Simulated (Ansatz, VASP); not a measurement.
**Two plane-wave programs on Au**

The input INCAR:

```
SYSTEM = Au
PREC     = Accurate       ! precision mode
ENCUT    = 520            ! plane-wave cutoff, eV
EDIFF    = 1E-6           ! SCF threshold, eV
ISMEAR   = -1             ! smearing method
SIGMA    = 0.1            ! smearing width, eV
LREAL    = .FALSE.        ! projectors in reciprocal space
LASPH    = .TRUE.         ! aspherical terms in the spheres
NELM     = 80             ! most SCF steps
ALGO     = Normal         ! electronic algorithm
ISIF     = 2              ! what is computed and relaxed
LWAVE    = .FALSE.        ! write WAVECAR
LCHARG   = .FALSE.        ! write CHGCAR
GGA      = CA             ! functional
NBANDS   = 12             ! bands
```

KPOINTS

```
Automatic mesh
0
G
  8 8 8
  0 0 0
```

POSCAR

```
Au
1.0
    0.0000000000      2.0229622709      2.0229622709
    2.0229622709      0.0000000000      2.0229622709
    2.0229622709      2.0229622709      0.0000000000
Au
1
Direct
    0.0000000000      0.0000000000      0.0000000000
```

Input for Ansatz:

```yaml
crystal:
  lattice:
    - [0.0, 2.0229622709, 2.0229622709]
    - [2.0229622709, 0.0, 2.0229622709]
    - [2.0229622709, 2.0229622709, 0.0]
  atoms:
    - { symbol: Au, position: [0.0, 0.0, 0.0] }
hamiltonian:
  xc: lda
  pseudopotentials:
    kind: paw
    azcp:
      Au: "pseudopotentials/Au.paw.azcp"
basis:
  ecutwfc: 420
  fft_grid_basis: typed
kpoints:
  mp_grid: { grid: [8, 8, 8], shift: [0, 0, 0] }
magnetization:
  spin_polarized: false
scf:
  occupations: { method: fermi_dirac, width: 0.1 }
  lower_state_search: "off"
output:
  stress: true
```

Alike in both runs: task single point; functional LDA; k mesh 8 × 8 × 8; occupations fermi-dirac, width 0.1 eV; no spin polarisation.

|  | VASP | Ansatz |
| --- | --- | --- |
| version | VASP 6.6.1 | Ansatz 0.2.0 |
| potentials or method | VASP PAW LDA potentials, release 64 (Au) | plane waves (420 eV) with PAW, scalar-relativistic |
| plane-wave cutoff (eV) | 520 | 420 |
| valence electrons in the cell | 11 | 19 |

|  | VASP | Ansatz | Ansatz less VASP |
| --- | --- | --- | --- |
| pressure (GPa) | 1.7 | 1.2 | -0.48 |

The two sets of potentials don't hold the same shells in valence. Ansatz warned: «pseudo_functional_mismatch».

Spin-orbit coupling is left out, which matters for the levels of Au.
